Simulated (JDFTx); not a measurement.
Crystal: HfC.

```xyz
2
Lattice="0.0000 2.3250 2.3250 2.3250 0.0000 2.3250 2.3250 2.3250 0.0000" Properties=species:S:1:pos:R:3 pbc="T T T"
Hf    2.3250    2.3250    2.3250
C     0.0000    0.0000    0.0000
```

Program: JDFTx 1.7.0 (patched build). Alike in all runs: task single point; potentials or basis SG15-PBE-1.2 with smoothed tails; no spin polarisation; cell as given; k mesh 5 × 5 × 5; cutoff (eV) 1361; smearing fermi-dirac 0.05 eV; the mesh is coarse, so values aren't converged.

**Question.** Order these runs on this cell by their pressure, lowest first.
A. level r2SCAN
B. level LDA
C. level PBEsol

**Answer.** B (-15.0 GPa), A (-9.5 GPa), C (-5.8 GPa).

Caveats: all runs use coarse meshes; the potentials were made for another functional, which shifts forces and pressure.

Not every run made on this cell is shown here.
